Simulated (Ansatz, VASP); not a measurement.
## Si3Mo in VASP and in Ansatz

File INCAR:

```
SYSTEM = Si3Mo
ALGO = Normal ; EDIFF = 1E-7
ENCUT = 520 ; GGA = PE
ISIF = 2 ; ISMEAR = 0
LASPH = .True. ; LCHARG = .False.
LREAL = .False. ; LWAVE = .False.
NBANDS = 21 ; NELM = 60
PREC = Accurate ; SIGMA = 0.1
```

Contents of KPOINTS:

```
k-points
0
Gamma
  4 4 4
  0 0 0
```

File POSCAR:

```
Si3Mo
1.0
    0.0000000000      3.4866292100      3.4866292100
    3.4866292100      0.0000000000      3.4866292100
    3.4866292100      3.4866292100      0.0000000000
Si Mo
3 1
Direct
    0.2500000000      0.2500000000      0.2500000000
    0.5000000000      0.5000000000      0.5000000000
    0.7500000000      0.7500000000      0.7500000000
    0.0000000000      0.0000000000      0.0000000000
```

Input for Ansatz:

```yaml
crystal:
  lattice:
    - [0.0, 3.48662921, 3.48662921]
    - [3.48662921, 0.0, 3.48662921]
    - [3.48662921, 3.48662921, 0.0]
  atoms:
    - { symbol: Si, position: [0.25, 0.25, 0.25] }
    - { symbol: Si, position: [0.5, 0.5, 0.5] }
    - { symbol: Si, position: [0.75, 0.75, 0.75] }
    - { symbol: Mo, position: [0.0, 0.0, 0.0] }
basis:
  ecutwfc: 420
kpoints:
  mp_grid: { grid: [4, 4, 4] }
hamiltonian:
  xc: pbe
scf:
  occupations: { method: gaussian, width: 0.1 }
  lower_state_search: "off"
output:
  forces: true
  stress: true
  eigenvalues: true
```

Change from the starting cell: species swapped into the Li3Mg type (Fm-3m, No. 225).

Alike in both runs: task single point; functional PBE; k mesh 4 × 4 × 4; occupations gaussian, width 0.1 eV; no spin polarisation.

```csv
,VASP,Ansatz
version,VASP 6.6.1,Ansatz 0.2.0
potentials or method,"VASP PAW PBE potentials, release 64 (Si, Mo_sv)","scalar-relativistic, plane waves, PAW"
plane-wave cutoff (eV),520,420
valence electrons in the cell,26,26
```

```tsv
	VASP	Ansatz	Ansatz less VASP
gap on the k mesh at the Fermi level (eV)	none	none	-
pressure (GPa)	-22.7	-22.7	-0.02
```

A gap of «none» marks a metal or a gap that the smearing closes.

Caveats: the k mesh is coarse (spacing up to 0.39 Å⁻¹), so the values aren't converged; so large a pressure means that the cell lies far from this level's equilibrium, or that cutoff or potentials fall short (VASP).
